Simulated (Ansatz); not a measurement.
# AlN: Al jump into a vacancy

Method: Ansatz, DFT PBE, scalar-relativistic, plane waves, PAW. The runs took a 420 eV cutoff, a Γ-centred 4×4×4 mesh and Gaussian smearing (0.05 eV). No spin polarisation.

The perfect supercell:

```
Al N
1.0
    -4.40317    0.00000    4.40317
    -4.40317   -4.40317    0.00000
     0.00000   -4.40317    4.40317
Al N
8 8
Direct
  0.00000 0.50000 0.50000
  0.00000 0.00000 0.50000
  0.00000 0.50000 0.00000
  0.00000 0.00000 0.00000
  0.50000 0.50000 0.50000
  0.50000 0.00000 0.50000
  0.50000 0.50000 0.00000
  0.50000 0.00000 0.00000
  0.37500 0.37500 0.37500
  0.37500 0.87500 0.37500
  0.37500 0.37500 0.87500
  0.37500 0.87500 0.87500
  0.87500 0.37500 0.37500
  0.87500 0.87500 0.37500
  0.87500 0.37500 0.87500
  0.87500 0.87500 0.87500
```

Atom 1 (Al) is removed, leaving a vacancy without charge, and atom 2 jumps 3.11 Å into it. The vacancy and the half-way point are each relaxed at fixed cell, keeping their symmetry. The supercell is small, and one in 8 of its Al atoms is missing. It repeats after two jumps, so the jumping atom has a vacancy on both sides, which can shift the barrier from that beside a lone vacancy. The vacancy cell reads metallic on the mesh, and any unpaired electron is treated without spin.

(1) How high does the half-way point lie?

Answers

(1) 2.63 eV above the relaxed vacancy, with the jumping atom 0.34 Å off the straight line. This is the barrier if that point is a first-order saddle, which wasn't checked.

Cost: 2 runs of about 1.3 core-minutes in all, on Intel Xeon Platinum 8488C (Sapphire Rapids) (shared hosts).